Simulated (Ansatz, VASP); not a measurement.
# SnTe: VASP beside Ansatz

```
Te Sn
1.0
     0.00000    3.17172    3.17172
     3.17172    0.00000    3.17172
     3.17172    3.17172    0.00000
Te Sn
1 1
Cartesian
  3.1717 3.1717 3.1717
  0.0000 0.0000 0.0000
```

Alike in both runs: task single point; functional PBEsol; dispersion D3(BJ); k mesh 7 × 7 × 7; occupations fermi-dirac, width 0.05 eV; no spin polarisation.

```csv
,VASP,Ansatz
version,VASP 6.6.1,Ansatz 0.2.0
potentials or method,"VASP PAW PBE potentials, release 64 (Te, Sn_d)",Ansatz PAW
plane-wave cutoff (eV),520,420
valence electrons in the cell,20,30
```

VASP gave:

| Quantity | Value |
| --- | --- |
| gap on the k mesh at the Fermi level (eV) | 0.66 |
| least direct gap on the mesh (eV) | 0.66 |
| pressure (GPa) | -3.2 |
| dispersion energy (meV/atom) | -381.0 |

**Question.** Estimate Ansatz's values.

**Answer.** gap on the k mesh at the Fermi level (eV): 0.66; least direct gap on the mesh (eV): 0.66; pressure (GPa): -3.1; dispersion energy (meV/atom): -381.1.

The two sets of potentials don't hold the same shells in valence.

Caveats: the PAW data sets were made with another functional, which shifts forces and pressure a little (VASP); the PAW data sets come from PBE, with cores solved anew for the run's functional, which leaves a small shift of forces and pressure (Ansatz). Spin-orbit coupling is left out, which matters for the levels of Te.
